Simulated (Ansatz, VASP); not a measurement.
## LiF: VASP beside Ansatz

```
CELL_PARAMETERS angstrom
0.02014 2.02407 2.02407
2.02407 0.02014 2.02407
2.02407 2.02407 0.02014
ATOMIC_POSITIONS crystal
Li 0.00000 0.00000 0.00000
F 0.50000 0.50000 0.50000
```

Change from the starting cell: equal xy, yz and zx shear strains of +1 %, PAW files.

Alike in both runs: task electric field gradients; functional LDA; k mesh 10 × 10 × 10; occupations fermi-dirac, width 0.03 eV; no spin polarisation.

```csv
,VASP,Ansatz
version,VASP 6.6.1,Ansatz 0.2.0
potentials or method,"VASP PAW LDA potentials, release 64 (Li_sv, F)","PAW with Ansatz's default frozen-core files, scalar-relativistic"
plane-wave cutoff (eV),520,420
valence electrons in the cell,10,10
```

|  | VASP | Ansatz | Ansatz less VASP |
| --- | --- | --- | --- |
| gap on the k mesh at the Fermi level (eV) | 8.81 | 8.81 | +0.008 |
| Vzz of the field gradient on the site that differs most (V/Å²) | 2.7 | 2.7 | +0.03 |

 A k mesh can miss the band edges.
